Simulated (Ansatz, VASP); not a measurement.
**Ni (linear Ni chain) in two plane-wave programs**

Aim: how closely do two programs agree when they are given the same cell, functional and k mesh? The structure shown is the end of the Ansatz relaxation below.

Program: Ansatz 0.2.0. Level of theory: plane waves, with VASP 6.6.1 beside it; single point at PBEsol. Results are calculated unless marked as measured.

### Step 1. The structure

The cell holds 1 atom: 1 Ni. Its edges and angles: a = 7.500 Å, b = 7.500 Å, c = 2.138 Å, α = 90.0°, β = 90.0°, γ = 90.0°. Vacuum lies along a and b. The structure's axis is c.

Structure file:

```cif
data_structure
_symmetry_space_group_name_H-M 'P 1'
_symmetry_Int_Tables_number 1
_cell_length_a 7.5000
_cell_length_b 7.5000
_cell_length_c 2.1381
_cell_angle_alpha 90.000
_cell_angle_beta 90.000
_cell_angle_gamma 90.000
_cell_volume 120.27
loop_
_atom_site_label
_atom_site_type_symbol
_atom_site_fract_x
_atom_site_fract_y
_atom_site_fract_z
_atom_site_occupancy
Ni1 Ni 0.50000 0.50000 0.00000 1
```

### Step 2. Ansatz: relaxation, PBEsol

Ansatz runs on its default PAW (the set named soft_2) files.

This run makes the geometry at which the two programs are then compared.

input.yaml

```yaml
crystal:
  lattice:
    - [7.5, 0.0, 0.0]
    - [0.0, 7.5, 0.0]
    - [0.0, 0.0, 2.3064]
  atoms:
    - { symbol: Ni, position: [0.5, 0.5, 0.0], spin: 1.0 }
magnetization:
  spin_polarized: true
kpoints:
  mp_grid: { grid: [1, 1, 35] }
scf:
  occupations: { method: fermi_dirac, width: 0.05 }
hamiltonian:
  xc: pbesol
relax:
  cell: { fix: [a, b, alpha, beta, gamma] }
  max_steps: 60
```

Started as:

```console
$ ansatz run input.yaml --threads 4 --pin off --max-ram 8192MiB --backend cpu --events-out ev --progress --plain --runs-dir out
```

Numbers of over 12 decimals in the logs are rounded to 6 here.

Output:

```text
Engine: ansatz 0.2.0, aarch64-unknown-linux-gnu
Pseudopotentials: kind: paw
Pseudopotential: Ni, paw, valence charge 18, recommended cutoff 420 eV (normal), Ni.paw.azcp
Functional definition: PBEsol
  exchange = pbesol_x
  correlation = pbesol_c
Crystal: 1 atoms, lattice volume = 129.735 Å³
Basis set: ecut = 420 eV, 2527 PW (Γ), exchange–correlation on 108×108×32 points (8 copies of the dense FFT grid, shifted against one another)
Bands: 14, of which v1, the nominal top of the filled ones, is band 9 counted from 1 (8 counted from 0)
Symmetry: 16 space group operations
Space group: P4/mmm (ITA 123), of the structure as read, at distance tolerance 5.1e-5 Å
Magnetic group: BNS 123.339 (UNI 999), of the structure as read, at distance tolerance 5.1e-5 Å
k-points: 18 of 35
Non-local potential: Ni, projectors of the file, l = 0: 3, l = 1: 2, l = 2: 3, l = 3: 1
PAW form: soft (Blöchl's): semilocal exchange-correlation on the pseudo side does not see the compensation charge
PAW frozen core: Ni, regenerated for the run's functional, and the local potential with it (the file was generated under x = pbe(κ = 0.804, μ = 0.219515), c = pbe(β = 0.066725))
PAW one-centre angular grid: Ni, 590 points (default); XC on 64 Gauss nodes
Initial density: superposition of atomic densities (neutral atoms: chi_scale 0, normalization atom)
Starting moments: Σ|m| = 1 μB on 1 of 1 site
Initial wavefunctions: pseudopotential atomic-orbital guess
Functional: x = pbesol(κ = 0.804, μ = 0.123457), c = pbesol(β = 0.046)
SCF iter   1: F=—  HF=-5800.464716 eV  |F-HF|=—  |Δ(HF+E_count)|=         —  Δρ=3.09e-2 (↑3.09e-2 ↓9.48e-3)  dr2=1.49e0  dr2_m=2.09e-1  M=1.261 μB ∫|m|=1.265 μB  β_m=0.30  ethr=3.10e-3  ⟨swp⟩=5.4  Hψ=2957  notcnv=0
Mixer restart at iter 1: flushing history
preconditioner: auto → LDOS  [metal: Δε(μ)=0.017 eV  Ē_g=6.698 eV  σ=0.050 eV  W_gap=0.08  n_scr=20 (ndim 8)  ℏωp=10.3 eV  f_vac=0.709  D(μ)=5.73/eV (n_scr^D=38)]
spin=Collinear: LDOS preconditioning applied to the charge; magnetization (m = ρ↑ − ρ↓) channel mixes plain (no charge-response kernel on spin).
SCF iter   2: F=—  HF=-5800.933721 eV  |F-HF|=—  |Δ(HF+E_count)|=   4.69e-1  Δρ=1.80e-2 (↑1.80e-2 ↓7.37e-3)  dr2=4.14e-1  dr2_m=1.37e-1  M=1.297 μB ∫|m|=1.304 μB  β_m=0.51  ethr=3.10e-3  ⟨swp⟩=2.4  Hψ=1127  notcnv=0  defer=8
SCF iter   3: F=—  HF=-5801.539259 eV  |F-HF|=—  |Δ(HF+E_count)|=   6.06e-1  Δρ=4.53e-3 (↑4.53e-3 ↓4.46e-3)  dr2=7.95e-2  dr2_m=3.18e-3  M=1.223 μB ∫|m|=1.253 μB  β_m=0.57  ethr=2.30e-3  ⟨swp⟩=3.0  Hψ=946  notcnv=0  defer=8
SCF iter   4: F=—  HF=-5801.655714 eV  |F-HF|=—  |Δ(HF+E_count)|=         —  Δρ=3.17e-3 (↑1.44e-3 ↓3.17e-3)  dr2=4.04e-3  dr2_m=5.80e-3  M=1.200 μB ∫|m|=1.232 μB  β_m=0.57  ethr=4.41e-4  ⟨swp⟩=2.5  Hψ=1053  notcnv=0  defer=8
Mixer restart at iter 4: flushing history
SCF iter   5: F=—  HF=-5801.667804 eV  |F-HF|=—  |Δ(HF+E_count)|=   1.21e-2  Δρ=1.70e-3 (↑1.16e-3 ↓1.70e-3)  dr2=6.80e-4  dr2_m=2.09e-3  M=1.197 μB ∫|m|=1.228 μB  β_m=0.78  ethr=2.25e-5  ⟨swp⟩=2.0  Hψ=876  notcnv=0  defer=8
SCF iter   6: F=—  HF=-5801.673661 eV  |F-HF|=—  |Δ(HF+E_count)|=   5.86e-3  Δρ=1.54e-3 (↑3.91e-4 ↓1.54e-3)  dr2=2.28e-3  dr2_m=5.39e-4  M=1.184 μB ∫|m|=1.211 μB  β_m=0.75  ethr=3.78e-6  ⟨swp⟩=2.0  Hψ=1025  notcnv=0  defer=8
SCF iter   7: F=—  HF=-5801.673322 eV  |F-HF|=—  |Δ(HF+E_count)|=   3.39e-4  Δρ=1.95e-4 (↑7.63e-5 ↓1.95e-4)  dr2=2.53e-5  dr2_m=1.05e-5  M=1.186 μB ∫|m|=1.213 μB  β_m=0.87  ethr=3.78e-6  ⟨swp⟩=2.1  Hψ=953  notcnv=0  defer=9
SCF iter   8: F=—  HF=-5801.673400 eV  |F-HF|=—  |Δ(HF+E_count)|=   7.80e-5  Δρ=2.27e-4 (↑3.08e-5 ↓2.27e-4)  dr2=7.81e-6  dr2_m=1.62e-5  M=1.187 μB ∫|m|=1.214 μB  β_m=0.94  ethr=1.40e-7  ⟨swp⟩=2.1  Hψ=840  notcnv=0  defer=9
[...]
preconditioner: auto → LDOS  [metal: Δε(μ)=0.048 eV  Ē_g=7.120 eV  σ=0.050 eV  W_gap=0.23  n_scr=20 (ndim 8)  ℏωp=10.7 eV  f_vac=0.740  D(μ)=2.93/eV (n_scr^D=20)]
spin=Collinear: LDOS preconditioning applied to the charge; magnetization (m = ρ↑ − ρ↓) channel mixes plain (no charge-response kernel on spin).
[...]
SCF 3 converged in 11 iterations: F = -5801.774135 eV  dr2 = 7.49e-9
relax step   3: F+E_penalty+E_count = -5801.77413503 eV  Δ(F+E_penalty+E_count) = -4.646e-2 eV  max|allowed force component| = 0.000e0 eV/Å  Δτ_max = 0.0000 Å  P = -0.078 GPa  Ω = 120.270 Å³  energy of the carried Pulay correction = +4.328e-4 eV  fix = [a, b, alpha, beta, gamma]  reactions: a -0.109, b -0.109 GPa  (11 SCF iters, dr2 threshold 1.00e-7 eV, accepted)
Basis set: ecut = 420 eV, 2351 PW (Γ), exchange–correlation on 108×108×30 points (8 copies of the dense FFT grid, shifted against one another)
Initial wavefunctions: pseudopotential atomic-orbital guess (no wavefunctions were taken with the density)
[...]
preconditioner: auto → LDOS  [metal: Δε(μ)=0.030 eV  Ē_g=7.102 eV  σ=0.050 eV  W_gap=0.15  n_scr=8 (ndim 8)  ℏωp=10.7 eV  f_vac=0.741  D(μ)=3.58/eV (n_scr^D=20)]
spin=Collinear: LDOS preconditioning applied to the charge; magnetization (m = ρ↑ − ρ↓) channel mixes plain (no charge-response kernel on spin).
[...]
SCF iter   3: F=—  HF=-5801.773539 eV  |F-HF|=—  |Δ(HF+E_count)|=   2.51e-6  Δρ=3.18e-5 (↑1.81e-5 ↓3.18e-5)  dr2=5.12e-7  dr2_m=4.98e-7  M=1.131 μB ∫|m|=1.171 μB  β_m=0.54  ethr=5.15e-8  ⟨swp⟩=2.4  Hψ=649  notcnv=0
SCF iter   4: F=—  HF=-5801.773540 eV  |F-HF|=—  |Δ(HF+E_count)|=   9.67e-7  Δρ=2.18e-5 (↑2.18e-5 ↓6.63e-6)  dr2=6.56e-7  dr2_m=1.06e-7  M=1.131 μB ∫|m|=1.171 μB  β_m=0.62  ethr=2.84e-9  ⟨swp⟩=2.0  Hψ=810  notcnv=0
SCF iter   5: F=—  HF=-5801.773540 eV  |F-HF|=—  |Δ(HF+E_count)|=   3.86e-7  Δρ=7.49e-6 (↑7.49e-6 ↓3.23e-6)  dr2=8.09e-8  dr2_m=1.36e-8  M=1.131 μB ∫|m|=1.171 μB  β_m=0.81  ethr=2.84e-9  ⟨swp⟩=1.7  Hψ=566  notcnv=0
SCF iter   6: F=—  HF=-5801.773540 eV  |F-HF|=—  |Δ(HF+E_count)|=   5.57e-8  Δρ=1.29e-6 (↑1.29e-6 ↓1.12e-6)  dr2=4.39e-9  dr2_m=3.08e-10  M=1.131 μB ∫|m|=1.171 μB  β_m=0.91  ethr=4.49e-10  ⟨swp⟩=2.0  Hψ=609  notcnv=0
SCF iter   7: F=—  HF=-5801.773540 eV  |F-HF|=—  |Δ(HF+E_count)|=   1.01e-8  Δρ=3.85e-7 (↑2.26e-7 ↓3.85e-7)  dr2=6.14e-11  dr2_m=5.76e-11  M=1.131 μB ∫|m|=1.171 μB  β_m=0.95  ethr=2.44e-11  ⟨swp⟩=2.0  Hψ=669  notcnv=0
SCF iter   8: F=—  HF=-5801.773540 eV  |F-HF|=—  |Δ(HF+E_count)|=   6.53e-9  Δρ=3.15e-7 (↑8.22e-8 ↓3.15e-7)  dr2=1.99e-11  dr2_m=3.01e-11  M=1.131 μB ∫|m|=1.171 μB  β_m=0.98  ethr=1.00e-12  ⟨swp⟩=2.3  Hψ=714  notcnv=0
SCF iter   9: F=—  HF=-5801.773540 eV  |F-HF|=—  |Δ(HF+E_count)|=  7.82e-11  Δρ=2.53e-7 (↑1.31e-7 ↓2.53e-7)  dr2=3.03e-11  dr2_m=2.08e-11  M=1.131 μB ∫|m|=1.171 μB  β_m=0.99  ethr=1.00e-12  ⟨swp⟩=1.8  Hψ=554  notcnv=0
SCF iter  10: F=—  HF=-5801.773540 eV  |F-HF|=—  |Δ(HF+E_count)|=  1.41e-10  Δρ=1.37e-7 (↑1.05e-7 ↓1.37e-7)  dr2=2.21e-11  dr2_m=6.67e-12  M=1.131 μB ∫|m|=1.171 μB  β_m=0.75  ethr=1.00e-12  ⟨swp⟩=2.0  Hψ=786  notcnv=0
SCF iter  11: F=—  HF=-5801.773540 eV  |F-HF|=—  |Δ(HF+E_count)|=  9.09e-13  Δρ=3.75e-8 (↑1.20e-8 ↓3.75e-8)  dr2=5.98e-13  dr2_m=4.60e-13  M=1.131 μB ∫|m|=1.171 μB  β_m=0.86  ethr=1.00e-12  ⟨swp⟩=1.5  Hψ=538  notcnv=0
SCF iter  12: F=-5801.773540 eV  HF=-5801.773540 eV  |F-HF|=1.82e-12  |Δ(HF+E_count)|=  5.46e-12  Δρ=7.46e-8 (↑1.37e-8 ↓7.46e-8)  dr2=2.88e-12  dr2_m=1.83e-12  M=1.131 μB ∫|m|=1.171 μB  ethr=1.00e-12  ⟨swp⟩=3.8  Hψ=1886  notcnv=0
SCF 4 converged in 12 iterations: F = -5801.773540 eV  dr2 = 2.88e-12
relax step   4: F+E_penalty+E_count = -5801.77354038 eV  Δ(F+E_penalty+E_count) = +5.946e-4 eV  max|allowed force component| = 0.000e0 eV/Å  Δτ_max = 0.0000 Å  P = -0.075 GPa  Ω = 120.270 Å³  fix = [a, b, alpha, beta, gamma]  reactions: a -0.107, b -0.107 GPa  stress off target by 1.25e-2 GPa on what of the cell is left free  SCF on the basis re-selected at this cell (its energy is not comparable with the rows above)  (12 SCF iters)
basis re-selected at this cell: Δ(F+E_penalty+E_count) = +5.946e-4 eV, ΔP = +0.002 GPa vs the last step (what re-selecting the basis moved, of the pressure what is left beyond the Pulay correction that the steps carried, after the strain that the cell walked since its last selection, with what the two solves' SCF thresholds leave and, on support functions, any second-order correction that the steps lacked; it is no measure of the basis error at this ecutwfc). The dense FFT grid was sized anew with the basis: this SCF ran on 54×54×15 points, the steps before it on 54×54×16, so part of this shift can come from that change (see relax.cell in the input reference). [rest of the remark cut]
SCF converged after 12 iterations
Magnetization: 1.1311 μB (9.5655 up, 8.4345 down)
Absolute magnetization: 1.1711 μB (∫|ρ↑−ρ↓|, with the PAW one-centre terms)
Spin contamination: 0.0075 ħ² per cell (⟨S²⟩ above its minimum at these occupations)
Per-site moments (μB) at R_I (Å): [(1.090098, 0.881982)]
Free energy (F): -5801.773540 eV
Harris-Foulkes:  -5801.773540 eV  (|F-HF|=1.82e-12)
Internal energy: -5801.745072 eV  (E = F + TS)
E sigma→0 (E₀):  -5801.759306 eV
Entropy (-TS):   -0.028468 eV (-28.468 meV/atom)
Fermi energy:    -2.929800 eV
--- Per-component energies (eV) ---
  E_band       = -649.482824
  E_kinetic    = 280.875871
  E_local      = -8408.257857  (includes V_loc(G=0)·N_el)
  E_nonlocal   = 645.881931
  E_hartree    = 3735.741395
  E_xc         = -79.975692
  E_vxc        = -103.260657  (∫ρ·V_xc dr)
  E_paw        = -1601.996553  (= ΣΔE_a)
  E_vpaw       = -536.205249  (= ΣTr[D̂ρ^β])
  E_aug_tail   = 0.000515  (compensation charges beyond the density's cutoff)
  E_ewald      = -374.211971
  E_core_change = 0.197289  (= ΣΔE_core)
  E_smearing   = -0.028468  (= −TS)
  E_closure    = 0.000000  (closes the sum)
  Σ components = -5801.773540   (vs F -5801.773540, Δ=0.00e0)
--- Forces (eV/Å), atoms counted from 1 ---
  atom   1  Ni     0.00000000     0.00000000     0.00000000
  max |Σ_I F_I| component: 3.79e-28 eV/Å
--- Stress (GPa, compression-positive) ---
       -0.106754       0.000000       0.000000
        0.000000      -0.106754       0.000000
        0.000000       0.000000      -0.012534
  P = ⅓ Tr σ = -0.0753 GPa (-0.753 kbar)
--- Relaxed structure (3 steps of the walk, 3 accepted, 1 SCFs on fresh bases) ---
  F+E_penalty+E_count = -5801.77354038 eV   max|allowed force component| = 0.000e0 eV/Å   (the final SCF, on the basis selected at the relaxed cell)
  cell:  # Å, volume = 120.2703 Å³
    - [7.5, 0.0, 0.0]
    - [0.0, 7.5, 0.0]
    - [0.0, 0.0, 2.138139]
  atoms:
    - { symbol: Ni, position: [0.5, 0.5, 0.0] }
```

The column dr2 measures how far the density is from self-consistency, as an energy; F and HF (Harris–Foulkes) agree once it is small.

### Step 3. VASP: single point, PBEsol

The same cell, functional, mesh and smearing now go to VASP, with its own data sets.

Lines of VASP's logs that name or quote its potential files are left out, and so is its time.

INCAR

```
SYSTEM = Ni
PREC = Accurate
ENCUT = 600
EDIFF = 1E-06
NELM = 200
ISMEAR = -1
SIGMA = 0.05
LREAL = .FALSE.
ALGO = Normal
GGA = PS
NBANDS = 12
ISPIN = 2
MAGMOM = 1.09
LASPH = .TRUE.
LMAXMIX = 4
LORBIT = 11
LWAVE = .FALSE.
LCHARG = .FALSE.
ISIF = 2
GGA_COMPAT = .FALSE.
```

POSCAR

```
Ni
1.0
    7.5000000000      0.0000000000      0.0000000000
    0.0000000000      7.5000000000      0.0000000000
    0.0000000000      0.0000000000      2.1381386470
Ni
1
Direct
    0.5000000000      0.5000000000      0.0000000000
```

KPOINTS

```
Automatic mesh
0
Gamma
1 1 35
0 0 0
```

The projector-augmented-wave data sets are Ni (PBE family, release 64).

Started as:

```console
$ mpirun -np 1 vasp_std
```

Output:

```text
[banner, memory and clock lines left out]
running    1 mpi-ranks, on    1 nodes
 distrk:  each k-point on    1 cores,    1 groups
 distr:  one band on    1 cores,    1 groups

 POSCAR found type information on POSCAR Ni
 POSCAR found :  1 types and       1 ions
|                                                                             |
|               ----> ADVICE to this user running VASP <----                  |
|                                                                             |
|     You enforced a specific xc type in the INCAR file but a different       |
|     [... a line on the potential file left out ...]
|     I HOPE YOU KNOW WHAT YOU ARE DOING!                                     |
|                                                                             |

 LDA part: xc-table for (Slater+PW92), standard interpolation
 POSCAR, INCAR and KPOINTS ok, starting setup
 FFT: planning ... GRIDC
 FFT: planning ... GRID_SOFT
 FFT: planning ... GRID
 WAVECAR not read
 entering main loop
       N       E                     dE             d eps       ncg     rms          rms(c)
DAV:   1     0.432536680916E+02    0.43254E+02   -0.36081E+03   864   0.657E+02
DAV:   2    -0.203752682480E+01   -0.45291E+02   -0.40133E+02   916   0.137E+02
DAV:   3    -0.326279290443E+01   -0.12253E+01   -0.12203E+01  1040   0.261E+01
DAV:   4    -0.327460495794E+01   -0.11812E-01   -0.11810E-01  1136   0.331E+00
DAV:   5    -0.327483127224E+01   -0.22631E-03   -0.22631E-03  1032   0.332E-01    0.626E+00
DAV:   6    -0.334311080126E+01   -0.68280E-01   -0.65786E+00   948   0.359E+01    0.745E+00
DAV:   7    -0.296212230868E+01    0.38099E+00   -0.18680E+00   876   0.172E+01    0.180E+00
DAV:   8    -0.297192107996E+01   -0.97988E-02   -0.68623E-02   872   0.179E+00    0.138E+00
DAV:   9    -0.295325692453E+01    0.18664E-01   -0.23474E-02   888   0.196E+00    0.562E-01
DAV:  10    -0.296161010627E+01   -0.83532E-02   -0.68785E-03   868   0.634E-01    0.316E-01
DAV:  11    -0.296216622562E+01   -0.55612E-03   -0.12566E-03   884   0.397E-01    0.967E-02
DAV:  12    -0.296214827812E+01    0.17948E-04   -0.16159E-04   952   0.155E-01    0.404E-02
DAV:  13    -0.296217414724E+01   -0.25869E-04   -0.86811E-05   892   0.840E-02    0.342E-02
DAV:  14    -0.296216370563E+01    0.10442E-04   -0.41897E-05   880   0.482E-02    0.219E-02
DAV:  15    -0.296216605169E+01   -0.23461E-05   -0.22666E-05   872   0.377E-02    0.151E-02
DAV:  16    -0.296217176238E+01   -0.57107E-05   -0.72136E-06   880   0.218E-02    0.172E-02
DAV:  17    -0.296214148216E+01    0.30280E-04   -0.13725E-05   864   0.370E-02    0.165E-02
DAV:  18    -0.296222332460E+01   -0.81842E-04   -0.35057E-05   864   0.535E-02    0.136E-02
DAV:  19    -0.296220858811E+01    0.14736E-04   -0.61443E-05   872   0.549E-02    0.805E-03
DAV:  20    -0.296216242816E+01    0.46160E-04   -0.45308E-05   864   0.619E-02    0.269E-03
DAV:  21    -0.296218557328E+01   -0.23145E-04   -0.72324E-06   868   0.239E-02    0.219E-03
DAV:  22    -0.296218478836E+01    0.78492E-06   -0.16222E-06   884   0.128E-02
   1 F= -.29621848E+01 E0= -.29469064E+01  d E =-.305567E-01  mag=     1.1138
```

[end of part 1 of 2]

[Lines on the potential files, build, host, timing and source positions are cut from VASP's logs without a mark.]

[Logs are printed without paths, hosts, clocks, repeated set-up lines and the standing remarks that a program may print on its own settings, such as how far it seeks lower states.]

[Hosts, paths, dates, database ids (printed as entryN), source tags and the programs' standing remarks are cut or masked in the printed files.]
